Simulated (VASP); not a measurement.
The system is Ir.

```
Ir
1.0
    -1.53954    1.53954    1.53954
     1.53954   -1.53954    1.53954
     1.53954    1.53954   -1.53954
Ir
1
Direct
  0.00000 0.00000 0.00000
```

This isn't the form of Ir at room conditions, which is fcc.

Base run:

```yaml
Program: VASP 6.6.1
Functional: PBEsol
Potentials_or_basis: VASP PAW PBE potentials, release 64 (Ir)
Cutoff: 700 eV
k_mesh: 20 × 20 × 20
Occupations: gaussian, width 0.1 eV
Spin: no spin polarisation
```

Its results: band gap on the k mesh none (metal or under the smearing width); pressure 0.1 GPa.

Question: After a change of settings the same cell gave: band gap on the k mesh none (metal or under the smearing width); pressure 5.2 GPa. Which change was it?
A. cutoff from 700 eV to 520 eV; k mesh from 20 × 20 × 20 to 28 × 28 × 28
B. cutoff from 700 eV to 520 eV; occupations from gaussian, width 0.1 eV to gaussian, width 0.5 eV
C. cutoff from 700 eV to 900 eV
D. functional from PBEsol to r2SCAN; cutoff from 700 eV to 520 eV; further incar settings from ALGO = Fast; EDIFF = 1e-06 to ALGO = Normal; EDIFF = 1e-06

Answer: D.

Caveats: the PAW data sets were made with another functional, which shifts forces and pressure a little.
